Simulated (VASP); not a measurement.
# Ru in VASP: relaxation of the atoms with LDA

Aim: the relaxation of the atoms of Ru with LDA.

Program: VASP 6.6.1. These are calculated values, not measurements. Logs are shortened: lines on timing, memory, paths and dates and some standing lists are left out, and cuts for length are marked.

### 1 The slab as given

The cell holds a slab with vacuum, 4 atoms: a = 2.676 Å, b = 2.676 Å, c = 27.812 Å, α = 90.00°, β = 90.00°, γ = 120.00°.

The cell was built by a generator and needn't be a form met in nature.

### 2 Relaxation of the atoms, LDA

Input file INCAR:

```
SYSTEM = Ru
PREC = Accurate ; ENCUT = 520
EDIFF = 1E-7 ; ISMEAR = 1
SIGMA = 0.1 ; LREAL = .False.
LASPH = .True. ; NELM = 120
ALGO = Normal ; ISIF = 2
LWAVE = .False. ; LCHARG = .False.
LDIPOL = .True. ; IDIPOL = 3
DIPOL = 0.5 0.5 0.500 ; IBRION = 2
NSW = 90 ; EDIFFG = -0.02
KPAR = 2
```

Input file KPOINTS:

```
regular mesh
0
Gamma
  14 14 1
  0 0 0
```

Input file POSCAR:

```
Ru
1.0
    2.6764199300      0.0000000000      0.0000000000
   -1.3382099600      2.3178476100      0.0000000000
    0.0000000000      0.0000000000     27.8119328100
Ru
4
Selective dynamics
Direct
    0.3333330000      0.6666670000      0.3859695100  F F F
    0.6666670000      0.3333330000      0.4619898400  T T T
    0.3333330000      0.6666670000      0.5380101600  T T T
    0.6666670000      0.3333330000      0.6140304900  T T T
```

Potentials or basis: VASP PAW LDA potentials, release 64 (Ru_pv).

Run with:

```sh
$ cat potpaw_LDA.64/Ru_pv/POTCAR > POTCAR
$ mpirun -np 2 vasp_std > vasp.out
```

OUTCAR:

```text
SYSTEM = Ru
   PREC = Accurate
   ENCUT = 520
   EDIFF = 1E-7
   ISMEAR = 1
   LREAL = .False.
   LASPH = .True.
   NELM = 120
   ISIF = 2
   IBRION = 2
   NSW = 90
   EDIFFG = -0.02

 ion  position               nearest neighbor table
   1  0.333  0.667  0.386-   2 2.62   2 2.62   2 2.62
   2  0.667  0.333  0.462-   3 2.62   3 2.62   1 2.62   1 2.62   3 2.62   1 2.62
   3  0.333  0.667  0.538-   2 2.62   2 2.62   4 2.62   4 2.62   2 2.62   4 2.62
   4  0.667  0.333  0.614-   3 2.62   3 2.62   3 2.62

  LATTYP: Found a hexagonal cell.
 ALAT       =     2.6764199300
 C/A-ratio  =    10.3914682813

  Lattice vectors:

 A1 = (   2.6764199300,   0.0000000000,   0.0000000000)
 A2 = (  -1.3382099600,   2.3178476100,   0.0000000000)
 A3 = (   0.0000000000,   0.0000000000,  27.8119328100)

Analysis of symmetry for initial positions (statically):
=====================================================================
 Subroutine PRICEL returns:
 Original cell was already a primitive cell.

 Routine SETGRP: Setting up the symmetry group for a
 hexagonal supercell.

 Subroutine GETGRP returns: Found 12 space group operations
 (whereof 12 operations were pure point group operations)
 out of a pool of 24 trial point group operations.

The static configuration has the point symmetry D_3d.

Analysis of symmetry for dynamics (positions and initial velocities):
=====================================================================
 Subroutine PRICEL returns:
 Original cell was already a primitive cell.

 Routine SETGRP: Setting up the symmetry group for a
 hexagonal supercell.

 Subroutine GETGRP returns: Found 12 space group operations
 (whereof 12 operations were pure point group operations)
 out of a pool of 24 trial point group operations.

The dynamic configuration has the point symmetry D_3d.

Analysis of constrained symmetry for selective dynamics:
=====================================================================
 Subroutine PRICEL returns:
 Original cell was already a primitive cell.

 Routine SETGRP: Setting up the symmetry group for a
 hexagonal supercell.

 Subroutine GETGRP returns: Found  6 space group operations
 (whereof  6 operations were pure point group operations)
 out of a pool of 24 trial point group operations.

The constrained configuration has the point symmetry C_3v.

 Subroutine INISYM returns: Found  6 space group operations
 (whereof  6 operations are pure point group operations),
 and found     1 'primitive' translations

----------------------------------------------------------------------------------------

                                     Primitive cell

  volume of cell :     172.5323

  direct lattice vectors                    reciprocal lattice vectors
     2.676419930  0.000000000  0.000000000     0.373633445  0.215717373  0.000000000
    -1.338209960  2.317847610  0.000000000     0.000000000  0.431434748  0.000000000
     0.000000000  0.000000000 27.811932810     0.000000000  0.000000000  0.035955789

  length of vectors
     2.676419930  2.676419892 27.811932810     0.431434742  0.431434748  0.035955789

  position of ions in fractional coordinates (direct lattice)
     0.333333000  0.666667000  0.385969510
     0.666667000  0.333333000  0.461989840
     0.333333000  0.666667000  0.538010160
     0.666667000  0.333333000  0.614030490

  ion indices of the primitive-cell ions
   primitive index   ion index
                 1           1
                 2           2
                 3           3
                 4           4

[... 61 lines left out ...]
   PREC   = accura    normal or accurate (medium, high low for compatibility)
   ISTART =      0    job   : 0-new  1-cont  2-samecut
   ICHARG =      2    charge: 1-file 2-atom 10-const
   ISPIN  =      1    spin polarized calculation?
   LNONCOLLINEAR =      F non collinear calculations
   LSORBIT =      F    spin-orbit coupling
   LASPH  =      T    aspherical Exc in radial PAW
   ENCUT  =  520.0 eV  38.22 Ry    6.18 a.u.   4.98  4.98 51.71*2*pi/ulx,y,z
   NELM   =    120;   NELMIN=  2; NELMDL= -5     # of ELM steps
   EDIFF  = 0.1E-06   stopping-criterion for ELM
   LREAL  =      F    real-space projection
   EDIFFG = -.2E-01   stopping-criterion for IOM
   NSW    =     90    number of steps for IOM
   IBRION =      2    ionic relax: 0-MD 1-quasi-New 2-CG
   NFREE  =      1    steps in history (QN), initial steepest desc. (CG)
   ISIF   =      2    stress and relaxation
   ISYM   =      2    0-nonsym 1-usesym 2-fastsym
   POTIM  = 0.5000    time-step for ionic-motion
   TEBEG  =    0.0;   TEEND  =   0.0 temperature during run
   PSTRESS=    0.0 pullay stress
   NELECT =      56.0000    total number of electrons
   NUPDOWN=      -1.0000    fix difference up-down
   EMIN   =  10.00;   EMAX   =-10.00  energy-range for DOS
   EFERMI =   0.00;   METHOD = LEGACY
   ISMEAR =     1;   SIGMA  =   0.10  broadening in eV -4-tet -1-fermi 0-gaus
   EFERMI_NEDOS =   21; number of points for ismear=-14 and -15
   IALGO  =     38    algorithm
   IMIX   =      4    mixing-type and parameters
     AMIX     =   0.40;   BMIX     =  1.00
     AMIX_MAG =   1.60;   BMIX_MAG =  1.00
  volume/ion in A,a.u.               =      43.13       291.08
  Fermi-wavevector in a.u.,A,eV,Ry     =   1.125073  2.126080 17.222111  1.265789
  Thomas-Fermi vector in A             =   2.261748
   LORBIT       =      0    0 simple, 1 ext, 2 COOP (PROOUT), +10 PAW based schemes
   GGA     = CA    functional components
   LHFCALC =     F    Hartree Fock is set to
   AEXX    =    0.0000 exact exchange contribution
   IVDW    =     0    specifies the selected vdW correction
   LEPSILON=     F    determine dielectric tensor
   LRPA    =     F    only Hartree local field effects (RPA)
 conjugate gradient relaxation of ions
 non-spin polarized calculation
 Methfessel and Paxton  Order N= 1 SIGMA  =   0.10
  energy-cutoff  :      520.00
  volume of cell :      172.53
 maximum number of plane-waves:      4719
 NGX is ok and might be reduce to    20
   NGX =  9   NGY =  9   NGZ =103

--------------------------------------- Ionic step        1  -------------------------------------------

 number of electron      55.9999987 magnetization

 Free energy of the ion-electron system (eV)
  ---------------------------------------------------
  ext. energy  EPLUGINS =         0.00000000
  ---------------------------------------------------
  free energy    TOTEN  =       -40.22936691 eV

  energy without entropy =      -40.23429395  energy(sigma->0) =      -40.23100926

------------------------ aborting loop because EDIFF is reached ----------------------------------------

  FORCE on cell =-STRESS in cart. coord.  units (eV):
  Direction    XX          YY          ZZ          XY          YZ          ZX
  --------------------------------------------------------------------------------------
  -------------------------------------------------------------------------------------
  Total       -4.4894833     -4.4894832     -3.5430553     -0.0000000      0.0000000      0.0000000
  in kB      -41.6904553    -41.6904539    -32.9016902     -0.0000001      0.0000000      0.0000000
  external PRESSURE =     -38.7608665 kB  Pullay stress =       0.0000000 kB
[... 65 lines left out ...]
 number of electron      56.0000005 magnetization

------------------------ aborting loop because EDIFF is reached ----------------------------------------

 vacuum level on the upper side and lower side of the slab       (xc-potential included)        -0.019         0.002

  FORCE on cell =-STRESS in cart. coord.  units (eV):
  Direction    XX          YY          ZZ          XY          YZ          ZX
  --------------------------------------------------------------------------------------
  -------------------------------------------------------------------------------------
  Total       -4.0587226     -4.0587225     -2.7019219     -0.0000000      0.0000000      0.0000000
  in kB      -37.6903048    -37.6903035    -25.0907167     -0.0000001      0.0000000      0.0000000
  external PRESSURE =     -33.4904417 kB  Pullay stress =       0.0000000 kB
[... 19 lines left out ...]
  FREE ENERGIE OF THE ION-ELECTRON SYSTEM (eV)
  ---------------------------------------------------
  free  energy   TOTEN  =       -40.2590692678 eV

  energy  without entropy=      -40.2597803369  energy(sigma->0) =      -40.25930629

[... ionic steps 4 to 8 ...]

--------------------------------------- Ionic step        9  -------------------------------------------

 number of electron      55.9999987 magnetization

------------------------ aborting loop because EDIFF is reached ----------------------------------------
[... 65 lines left out ...]
  FREE ENERGIE OF THE ION-ELECTRON SYSTEM (eV)
  ---------------------------------------------------
  free  energy   TOTEN  =       -40.2832474399 eV

  energy  without entropy=      -40.2833045333  energy(sigma->0) =      -40.28326647

 dipolmoment           0.000000      0.000000      0.000173 electrons x Angstroem

--------------------------------------- Ionic step       11  -------------------------------------------

 number of electron      55.9999987 magnetization

 dipolmoment           0.000000      0.000000     -0.000007 electrons x Angstroem

 Free energy of the ion-electron system (eV)
  ---------------------------------------------------
  ext. energy  EPLUGINS =         0.00000000
  ---------------------------------------------------
  free energy    TOTEN  =       -40.28328940 eV

  energy without entropy =      -40.28345303  energy(sigma->0) =      -40.28334394

 E-fermi :   0.3492     XC(G=0):  -5.1966

 val. band max:        0.3416806940   @ k =   0.2857   0.0714   0.0000
 cond. band min:       0.3642738165   @ k =   0.2143  -0.0000   0.0000
 fundamental gap:      0.0225931225
 Fermi energy:         0.3491830693

 k-point     1 :       0.0000    0.0000    0.0000
  band No.  band energies     occupation
      1     -43.2665      2.00000
      2     -42.8059      2.00000
      3     -42.3203      2.00000
      4     -42.3203      2.00000
      5     -42.2296      2.00000
      6     -42.2296      2.00000
[... 853 lines left out ...]
     32       1.7179     -0.00000
     33       7.3440      0.00000

------------------------ aborting loop because EDIFF is reached ----------------------------------------

 vacuum level on the upper side and lower side of the slab       (xc-potential included)        -0.013        -0.018

  FORCE on cell =-STRESS in cart. coord.  units (eV):
  Direction    XX          YY          ZZ          XY          YZ          ZX
  --------------------------------------------------------------------------------------
  -------------------------------------------------------------------------------------
  Total       -3.3071089     -3.3071088     -0.0627564     -0.0000000     -0.0000000      0.0000000
  in kB      -30.7106336    -30.7106326     -0.5827716     -0.0000001     -0.0000000      0.0000000
  external PRESSURE =     -20.6680126 kB  Pullay stress =       0.0000000 kB
[... 19 lines left out ...]
  FREE ENERGIE OF THE ION-ELECTRON SYSTEM (eV)
  ---------------------------------------------------
  free  energy   TOTEN  =       -40.2832894023 eV

  energy  without entropy=      -40.2834530300  energy(sigma->0) =      -40.28334394

 reached required accuracy - stopping structural energy minimisation

 vacuum level on the upper side and lower side of the slab         5.747         5.736
```

It took 7 min on 2 MPI ranks of AMD EPYC 9R45 (Zen 5), shared host; peak memory 0.25 GiB.

Results:

```
Free energy               : -40.2833 eV
Energy gained by relaxing : 13.5 meV/atom
Ionic steps               : 11
Band gap on the k mesh    : none (metal or under the smearing width)
```

The path:
| step | energy change (eV) | largest force (eV/Å) | pressure (GPa) |
| --- | --- | --- | --- |
| 1 | 0.0000 | 0.7532 | -3.88 |
| 2 | -0.0296 | 0.5374 | -3.32 |
| 3 | -0.0297 | 0.5483 | -3.35 |
| 4 | -0.0357 | 0.4841 | -3.18 |
| 5 | -0.0485 | 0.2851 | -2.63 |
| 6 | -0.0500 | 0.2018 | -1.47 |
| 7 | -0.0534 | 0.0879 | -2.02 |
| 8 | -0.0533 | 0.1237 | -2.13 |
| 9 | -0.0539 | 0.0290 | -2.07 |
| 10 | -0.0539 | 0.0364 | -2.06 |
| 11 | -0.0539 | 0.0041 | -2.07 |

Final structure:
```xyz
4
Lattice="2.6764 0.0000 0.0000 -1.3382 2.3178 0.0000 0.0000 0.0000 27.8119" Properties=species:S:1:pos:R:3 pbc="T T T"
Ru    0.0000    1.5452   10.7346
Ru    1.3382    0.7726   12.7792
Ru    0.0000    1.5452   14.9044
Ru    1.3382    0.7726   16.9489
```
